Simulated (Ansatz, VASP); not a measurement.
Given: the input of a run of VASP 6.6.1 on CdS (Hawleyite). 

The input INCAR:

```
SYSTEM = CdS
PREC = Accurate ; ENCUT = 520
EDIFF = 1E-6 ; ISMEAR = 0
SIGMA = 0.1 ; LREAL = .False.
LASPH = .True. ; NELM = 60
ALGO = Fast ; ISIF = 2
LWAVE = .False. ; LCHARG = .False.
GGA = PE ; NBANDS = 16
```

The input KPOINTS:

```
regular mesh
0
Gamma
  8 8 8
  0 0 0
```

Contents of POSCAR:

```
CdS
1.0
    0.0000000000      2.9165000000      2.9165000000
    2.9165000000      0.0000000000      2.9165000000
    2.9165000000      2.9165000000      0.0000000000
Cd S
1 1
Cartesian
    0.0000000000      0.0000000000      0.0000000000
    4.3747500000      4.3747500000      4.3747500000
```

Potentials or basis: VASP PAW PBE potentials, release 54 (Cd, S).

Launch:

```sh
$ cat potpaw_PBE.54/Cd/POTCAR potpaw_PBE.54/S/POTCAR > POTCAR
$ mpirun -np 1 vasp_std > vasp.out
```

Problem. Set up the same calculation for Ansatz 0.2.0. Potentials or basis there: all-electron LAPW, scalar-relativistic.

Solution. As run (cutoffs and basis follow the program's own potentials, and thresholds, step limits or extra output files can differ):

input.yaml

```yaml
crystal:
  lattice:
    - [0.0, 2.9165, 2.9165]
    - [2.9165, 0.0, 2.9165]
    - [2.9165, 2.9165, 0.0]
  atoms:
    - { symbol: Cd, position: [0.0, 0.0, 0.0] }
    - { symbol: S, position: [0.75, 0.75, 0.75] }
kpoints:
  mp_grid: { grid: [8, 8, 8] }
scf:
  occupations: { method: gaussian, width: 0.1 }
hamiltonian:
  xc: pbe
  pseudopotentials: { kind: all_electron, lapw: { basis_error: 0.001 } }
output:
  forces: true
  stress: true
  eigenvalues: true
```

Potentials or basis: all-electron LAPW, scalar-relativistic.

Command:

```sh
$ ansatz run input.yaml --threads 1 --pin off --max-ram 3072MiB --backend cpu --events-out ev --progress --plain --runs-dir out
```

Both were run:

|  | VASP | Ansatz |
| --- | --- | --- |
| Pressure | 3.2 GPa | 2.9 GPa |

Where Ansatz's input types no cutoff or centring, it takes its own default and a Γ-centred mesh.

Pressure is positive in compression.
